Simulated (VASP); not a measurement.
# CaSe (Fm-3m) in VASP: further runs

Runs on CaSe. Level: r2SCAN. Tasks: single point.

All numbers are computed with VASP 6.6.1; they aren't measurements. Logs are shortened: lines on timing, memory, paths and dates and some standing lists are left out, and cuts for length are marked.

**Measured values to compare with.**

From a printed reference work, monograph, original work of 1988, for a bulk crystal of CaSe at 2 K: band gap 3.85 eV (indirect).

The runs below are set against these values where they give the same quantity.

**1. The cell of the first run**

Symmetry: Fm-3m, No. 225, cubic system. The conventional cell has a = 5.951 Å, b = 5.951 Å, c = 5.951 Å, α = 90.00°, β = 90.00°, γ = 90.00°. Within 3.9 Å of Se (site symmetry m-3m) lie 6 Ca at 2.98 Å. Within 3.9 Å of Ca (site symmetry m-3m) lie 6 Se at 2.98 Å.

**2. Single point, r2SCAN**

Input file POSCAR:

```
CaSe
1.0
    0.0000000000      2.9755767295      2.9755767295
    2.9755767295      0.0000000000      2.9755767295
    2.9755767295      2.9755767295      0.0000000000
Se Ca
1 1
Direct
    0.5000000000      0.5000000000      0.5000000000
    0.0000000000      0.0000000000      0.0000000000
```

Input file INCAR.step1:

```
ALGO = Normal
EDIFF = 1E-4
ENCUT = 520
GGA = PE
ISMEAR = -1
LASPH = T
LCHARG = F
LREAL = F
LWAVE = T
NBANDS = 15
NELM = 100
PREC = Accurate
SIGMA = 0.05
```

Input file INCAR.step2:

```
ALGO = Normal
EDIFF = 1E-7
ENCUT = 520
ISIF = 2
ISMEAR = -1
ISTART = 1
LASPH = T
LCHARG = F
LMIXTAU = T
LREAL = F
LWAVE = F
METAGGA = R2SCAN
NBANDS = 15
NELM = 100
PREC = Accurate
SIGMA = 0.05
```

Input file KPOINTS:

```
k-points
0
Gamma
  8 8 8
```

Potentials or basis: VASP PAW PBE potentials, release 64 (Se, Ca_sv).

The run is started by

```bash
$ cat potpaw_PBE.64/Se/POTCAR potpaw_PBE.64/Ca_sv/POTCAR > POTCAR
$ cp INCAR.step1 INCAR
$ mpirun -np 1 vasp_std > vasp.out
$ cp INCAR.step2 INCAR
$ mpirun -np 1 vasp_std > vasp.out
```

OUTCAR:

```text
EDIFF = 1E-7
   ENCUT = 520
   ISIF = 2
   ISMEAR = -1
   ISTART = 1
   LASPH = T
   LREAL = F
   METAGGA = R2SCAN
   NELM = 100
   PREC = Accurate

 ion  position               nearest neighbor table
   1  0.500  0.500  0.500-   2 2.98   2 2.98   2 2.98   2 2.98   2 2.98   2 2.98
   2  0.000  0.000  0.000-   1 2.98   1 2.98   1 2.98   1 2.98   1 2.98   1 2.98

  LATTYP: Found a face centered cubic cell.
 ALAT       =     5.9511534590

  Lattice vectors:

 A1 = (   0.0000000000,   2.9755767295,   2.9755767295)
 A2 = (   2.9755767295,   0.0000000000,   2.9755767295)
 A3 = (   2.9755767295,   2.9755767295,   0.0000000000)

Analysis of symmetry for initial positions (statically):
=====================================================================
 Subroutine PRICEL returns:
 Original cell was already a primitive cell.

 Routine SETGRP: Setting up the symmetry group for a
 face centered cubic supercell.

 Subroutine GETGRP returns: Found 48 space group operations
 (whereof 48 operations were pure point group operations)
 out of a pool of 48 trial point group operations.

The static configuration has the point symmetry O_h .

Analysis of symmetry for dynamics (positions and initial velocities):
=====================================================================
 Subroutine PRICEL returns:
 Original cell was already a primitive cell.

 Routine SETGRP: Setting up the symmetry group for a
 face centered cubic supercell.

 Subroutine GETGRP returns: Found 48 space group operations
 (whereof 48 operations were pure point group operations)
 out of a pool of 48 trial point group operations.

The dynamic configuration has the point symmetry O_h .

 Subroutine INISYM returns: Found 48 space group operations
 (whereof 48 operations are pure point group operations),
 and found     1 'primitive' translations

----------------------------------------------------------------------------------------

                                     Primitive cell

  volume of cell :      52.6919

  direct lattice vectors                    reciprocal lattice vectors
     0.000000000  2.975576730  2.975576730    -0.168034652  0.168034652  0.168034652
     2.975576730  0.000000000  2.975576730     0.168034652 -0.168034652  0.168034652
     2.975576730  2.975576730  0.000000000     0.168034652  0.168034652 -0.168034652

  length of vectors
     4.208100967  4.208100967  4.208100967     0.291044555  0.291044555  0.291044555

  position of ions in fractional coordinates (direct lattice)
[... 83 lines left out ...]
   IBRION =     -1    ionic relax: 0-MD 1-quasi-New 2-CG
   NFREE  =      0    steps in history (QN), initial steepest desc. (CG)
   ISIF   =      2    stress and relaxation
   ISYM   =      2    0-nonsym 1-usesym 2-fastsym
   POTIM  = 0.5000    time-step for ionic-motion
   TEBEG  =    0.0;   TEEND  =   0.0 temperature during run
   PSTRESS=    0.0 pullay stress
   NELECT =      16.0000    total number of electrons
   NUPDOWN=      -1.0000    fix difference up-down
   EMIN   =  10.00;   EMAX   =-10.00  energy-range for DOS
   EFERMI =   0.00;   METHOD = LEGACY
   ISMEAR =    -1;   SIGMA  =   0.05  broadening in eV -4-tet -1-fermi 0-gaus
   EFERMI_NEDOS =   21; number of points for ismear=-14 and -15
   IALGO  =     38    algorithm
   IMIX   =      4    mixing-type and parameters
     AMIX     =   0.40;   BMIX     =  1.00
     AMIX_MAG =   1.60;   BMIX_MAG =  1.00
  volume/ion in A,a.u.               =      26.35       177.79
  Fermi-wavevector in a.u.,A,eV,Ry     =   1.100357  2.079374 16.473742  1.210786
  Thomas-Fermi vector in A             =   2.236767
   LORBIT       =      0    0 simple, 1 ext, 2 COOP (PROOUT), +10 PAW based schemes
   METAGGA = R2SCAN    functional components
   LHFCALC =     F    Hartree Fock is set to
   AEXX    =    0.0000 exact exchange contribution
   IVDW    =     0    specifies the selected vdW correction
   LEPSILON=     F    determine dielectric tensor
   LRPA    =     F    only Hartree local field effects (RPA)
 non-spin polarized calculation
  energy-cutoff  :      520.00
  volume of cell :       52.69
 maximum number of plane-waves:      1433
   NGX = 15   NGY = 15   NGZ = 15

 number of electron      15.9999996 magnetization

 Free energy of the ion-electron system (eV)
  ---------------------------------------------------
  ext. energy  EPLUGINS =         0.00000000
  ---------------------------------------------------
  free energy    TOTEN  =       -25.97926870 eV

  energy without entropy =      -25.97926870  energy(sigma->0) =      -25.97926870

 E-fermi :   3.1130     XC(G=0):  -9.4992

 val. band max:        2.0593086545   @ k =   0.0000   0.0000   0.0000
 cond. band min:       4.5951458009   @ k =   0.5000   0.5000   0.0000
 fundamental gap:      2.5358371464
 Fermi energy:         3.1129933270

 k-point     1 :       0.0000    0.0000    0.0000
  band No.  band energies     occupation
      1     -39.2948      2.00000
      2     -19.4026      2.00000
      3     -19.4026      2.00000
      4     -19.4026      2.00000
      5     -10.0710      2.00000
      6       2.0593      2.00000
      7       2.0593      2.00000
      8       2.0593      2.00000
      9       6.0916      0.00000
     10       6.2919      0.00000
     11       6.2919      0.00000
     12       6.2919      0.00000
     13       6.8733      0.00000
     14       6.8733      0.00000
[... 401 lines left out ...]
      2     -19.4889      2.00000
      3     -19.4324      2.00000
      4     -19.4178      2.00000
      5      -9.3926      2.00000
      6      -0.7051      2.00000
      7       0.4740      2.00000
      8       0.8589      2.00000
      9       7.0795      0.00000
     10       7.3718      0.00000
     11       8.3472      0.00000
     12       8.6410      0.00000
     13       8.9662      0.00000
     14       9.8654      0.00000
     15      11.2948      0.00000

 [... further k-points ...]
[... 5 lines left out ...]
  --------------------------------------------------------------------------------------
  -------------------------------------------------------------------------------------
  Total       -0.0639154     -0.0639154     -0.0639154     -0.0000000      0.0000000      0.0000000
  in kB       -1.9434478     -1.9434478     -1.9434478     -0.0000000      0.0000000      0.0000000
  external PRESSURE =      -1.9434478 kB  Pullay stress =       0.0000000 kB

 VOLUME and BASIS-vectors are now :
 -----------------------------------------------------------------------------
  energy-cutoff  :      520.00
  volume of cell :       52.69
      direct lattice vectors                 reciprocal lattice vectors
     0.000000000  2.975576730  2.975576730    -0.168034652  0.168034652  0.168034652
     2.975576730  0.000000000  2.975576730     0.168034652 -0.168034652  0.168034652
     2.975576730  2.975576730  0.000000000     0.168034652  0.168034652 -0.168034652

 POSITION                                       TOTAL-FORCE (eV/Angst)
 -----------------------------------------------------------------------------------
      2.97558      2.97558      2.97558         0.000000      0.000000      0.000000
      0.00000      0.00000      0.00000         0.000000      0.000000     -0.000000
 -----------------------------------------------------------------------------------
    total drift:                                0.000000     -0.000000     -0.000000

  FREE ENERGIE OF THE ION-ELECTRON SYSTEM (eV)
  ---------------------------------------------------
  free  energy   TOTEN  =       -25.9792686974 eV

  energy  without entropy=      -25.9792686973  energy(sigma->0) =      -25.97926870
```

OUTCAR.step1:

```text
EDIFF = 1E-4
   ENCUT = 520
   GGA = PE
   ISMEAR = -1
   LASPH = T
   LREAL = F
[... 650 lines left out ...]
 -----------------------------------------------------------------------------------
      2.97558      2.97558      2.97558         0.000000      0.000000      0.000000
      0.00000      0.00000      0.00000        -0.000000      0.000000     -0.000000
 -----------------------------------------------------------------------------------
    total drift:                                0.000000     -0.000000     -0.000000

  FREE ENERGIE OF THE ION-ELECTRON SYSTEM (eV)
  ---------------------------------------------------
  free  energy   TOTEN  =        -9.4853942015 eV

  energy  without entropy=       -9.4853942014  energy(sigma->0) =       -9.48539420
```

Wall time 46 s (1 thread of Intel Xeon 6975P-C (Granite Rapids), shared host); peak memory 0.2 GiB.

What came out:

* Free energy: -25.9793 eV
* Pressure: -0.2 GPa
* Band gap on the k mesh: 2.54 eV, indirect (least direct gap 3.47 eV)

Levels at points of the mesh, in eV from the valence-band top:
```
           k point  band 6  band 7  band 8  band 9  band 10  band 11
(0.00, 0.00, 0.00)    0.00    0.00    0.00    4.03     4.23     4.23
(0.50, 0.00, 0.00)   -3.21   -1.15   -1.15    5.09     6.04     6.07
(0.50, 0.50, 0.00)   -2.50   -0.93   -0.93    2.54     5.58     5.73
```

Caveat: the PAW data sets were made with another functional, which shifts forces and pressure a little.

**3. Single point, r2SCAN**

This run uses another cell than the first one, of 26.86 Å³/atom, 1.020 times its volume.

Input file POSCAR:

```
CaSe
1.0
    0.0000000000      2.9948991977      2.9948991977
    2.9948991977      0.0000000000      2.9948991977
    2.9948991977      2.9948991977      0.0000000000
Se Ca
1 1
Direct
    0.5000000000      0.5000000000      0.5000000000
    0.0000000000      0.0000000000      0.0000000000
```

Input file INCAR.step1:

```
ALGO = Normal
EDIFF = 1E-4
ENCUT = 520
GGA = PE
ISMEAR = -1
LASPH = True
LCHARG = False
LREAL = False
LWAVE = True
NBANDS = 15
NELM = 60
PREC = Accurate
SIGMA = 0.05
```

Input file INCAR.step2:

```
ALGO = Normal
EDIFF = 1E-6
ENCUT = 520
ISIF = 2
ISMEAR = -1
ISTART = 1
LASPH = True
LCHARG = False
LMIXTAU = True
LREAL = False
LWAVE = False
METAGGA = R2SCAN
NBANDS = 15
NELM = 60
PREC = Accurate
SIGMA = 0.05
```

KPOINTS is that of step 2.

Potentials or basis: VASP PAW PBE potentials, release 64 (Se, Ca_sv).

The run is started by

```bash
$ cat potpaw_PBE.64/Se/POTCAR potpaw_PBE.64/Ca_sv/POTCAR > POTCAR
$ cp INCAR.step1 INCAR
$ mpirun -np 1 vasp_std > vasp.out
$ cp INCAR.step2 INCAR
$ mpirun -np 1 vasp_std > vasp.out
```

OUTCAR:

```text
EDIFF = 1E-6
   ENCUT = 520
   ISIF = 2
   ISMEAR = -1
   ISTART = 1
   LASPH = True
   LREAL = False
   METAGGA = R2SCAN
   NELM = 60
   PREC = Accurate

 ion  position               nearest neighbor table
   1  0.500  0.500  0.500-
   2  0.000  0.000  0.000-

  LATTYP: Found a face centered cubic cell.
 ALAT       =     5.9897983954

  Lattice vectors:

 A1 = (   0.0000000000,   2.9948991977,   2.9948991977)
 A2 = (   2.9948991977,   0.0000000000,   2.9948991977)
[... 604 lines left out ...]
      7       0.3863      2.00000
      8       0.7658      2.00000
      9       6.9232      0.00000
     10       7.2120      0.00000
     11       8.1588      0.00000
     12       8.4322      0.00000
     13       8.7578      0.00000
     14       9.6536      0.00000
     15      11.0261      0.00000

 [... further k-points ...]
[... 5 lines left out ...]
  --------------------------------------------------------------------------------------
  -------------------------------------------------------------------------------------
  Total       -0.3853946     -0.3853946     -0.3853946     -0.0000000     -0.0000000      0.0000000
  in kB      -11.4931644    -11.4931644    -11.4931644     -0.0000000     -0.0000000      0.0000000
  external PRESSURE =     -11.4931644 kB  Pullay stress =       0.0000000 kB

 VOLUME and BASIS-vectors are now :
 -----------------------------------------------------------------------------
  energy-cutoff  :      520.00
  volume of cell :       53.73
      direct lattice vectors                 reciprocal lattice vectors
     0.000000000  2.994899198  2.994899198    -0.166950527  0.166950527  0.166950527
     2.994899198  0.000000000  2.994899198     0.166950527 -0.166950527  0.166950527
     2.994899198  2.994899198  0.000000000     0.166950527  0.166950527 -0.166950527

 POSITION                                       TOTAL-FORCE (eV/Angst)
 -----------------------------------------------------------------------------------
      2.99490      2.99490      2.99490         0.000000      0.000000     -0.000000
      0.00000      0.00000      0.00000         0.000000     -0.000000      0.000000
 -----------------------------------------------------------------------------------
    total drift:                                0.000000     -0.000000     -0.000000

  FREE ENERGIE OF THE ION-ELECTRON SYSTEM (eV)
  ---------------------------------------------------
  free  energy   TOTEN  =       -25.9751098616 eV

  energy  without entropy=      -25.9751098616  energy(sigma->0) =      -25.97510986
```

Wall time 37 s (1 thread of Intel Xeon 6975P-C (Granite Rapids), shared host); peak memory 0.19 GiB.

Results:

| Property | Result |
| --- | --- |
| Free energy | -25.9751 eV |
| Pressure | -1.1 GPa |
| Band gap on the k mesh | 2.58 eV, indirect (least direct gap 3.49 eV) |

Caveat: the PAW data sets were made with another functional, which shifts forces and pressure a little.

**4. Single point, r2SCAN**

This run uses another cell than the first one, of 27.38 Å³/atom, 1.039 times its volume.

Input file POSCAR:

```
CaSe
1.0
    0.0000000000      3.0139755031      3.0139755031
    3.0139755031      0.0000000000      3.0139755031
    3.0139755031      3.0139755031      0.0000000000
Se Ca
1 1
Direct
    0.5000000000      0.5000000000      0.5000000000
    0.0000000000      0.0000000000      0.0000000000
```

Input file INCAR.step1:

```
PREC = Accurate
ENCUT = 520
ISMEAR = -1
SIGMA = 0.05
LREAL = F
LASPH = T
NELM = 100
NBANDS = 15
GGA = PE
ALGO = Normal
EDIFF = 1E-4
LWAVE = T
LCHARG = F
```

Input file INCAR.step2:

```
PREC = Accurate
ENCUT = 520
EDIFF = 1E-6
ISMEAR = -1
SIGMA = 0.05
LREAL = F
LASPH = T
NELM = 100
ALGO = Normal
ISIF = 2
LWAVE = F
LCHARG = T
METAGGA = R2SCAN
LMIXTAU = T
LELF = T
LVHAR = T
NBANDS = 15
ISTART = 1
```

Input file KPOINTS:

```
Automatic mesh
0
Gamma
  8 8 8
```

The run is started by

```bash
$ cat potpaw_PBE.64/Se/POTCAR potpaw_PBE.64/Ca_sv/POTCAR > POTCAR
$ cp INCAR.step1 INCAR
$ mpirun -np 1 vasp_std > vasp.out
$ cp INCAR.step2 INCAR
$ mpirun -np 1 vasp_std > vasp.out
```

Wall time 35 s (1 thread of Intel Xeon 6975P-C (Granite Rapids), shared host); peak memory 0.2 GiB.

It converged, with:

```yaml
Free_energy: -25.9652 eV
Pressure: -2.0 GPa
Band_gap_on_the_k_mesh: 2.62 eV, indirect (least direct gap 3.51 eV)
```

Levels at points of the mesh, in eV from the valence-band top:
```csv
k point,band 5,band 6,band 7,band 8,band 9,band 10,band 11,band 12
"(0.00, 0.00, 0.00)",-12.00,0.00,0.00,0.00,3.82,4.24,4.24,4.24
"(0.50, 0.00, 0.00)",-11.38,-3.07,-1.07,-1.07,5.02,5.93,5.97,5.97
"(0.50, 0.50, 0.00)",-11.46,-2.40,-0.89,-0.89,2.62,5.51,5.55,6.43
```

Caveat: the PAW data sets were made with another functional, which shifts forces and pressure a little.

**5. The runs side by side**

```tsv
cell	gap on the mesh (eV)	pressure (GPa)
a = 4.208 Å, angles 60.0°, 2 atoms	2.54	-0.2
a = 4.235 Å, angles 60.0°, 2 atoms	2.58	-1.1
a = 4.262 Å, angles 60.0°, 2 atoms	2.62	-2.0
```

Alike in all rows: task single point; level r2SCAN; potentials or basis VASP PAW PBE potentials, release 64 (Se, Ca_sv); no spin polarisation; k mesh 8 × 8 × 8; cutoff (eV) 520; smearing fermi-dirac 0.05 eV.

Caveats: the PAW data sets were made with another functional, which shifts forces and pressure a little.

Total energies depend on the potentials used, so only differences within one code and one set of settings carry meaning.

**6. Against experiment**

Step 2. Against the measured gap of CaSe, 3.85 eV (indirect; 2 K; a printed reference work, monograph, original work of 1988), the calculated 2.54 eV is off by -1.31 eV. Spin-orbit coupling on Se is left out. The value is that of r2SCAN on a finite k mesh, which can miss the band edges, without temperature or zero-point motion.

Step 3. A measured gap of CaSe is 3.85 eV (indirect; 2 K; a printed reference work, monograph, original work of 1988); the calculated 2.58 eV misses it by -1.27 eV. Spin-orbit coupling on Se is left out. The value is that of r2SCAN on a finite k mesh, which can miss the band edges, without temperature or zero-point motion.

Step 4. Against the measured gap of CaSe, 3.85 eV (indirect; 2 K; a printed reference work, monograph, original work of 1988), the calculated 2.62 eV is off by -1.23 eV. Spin-orbit coupling on Se is left out. The value is that of r2SCAN on a finite k mesh, which can miss the band edges, without temperature or zero-point motion.
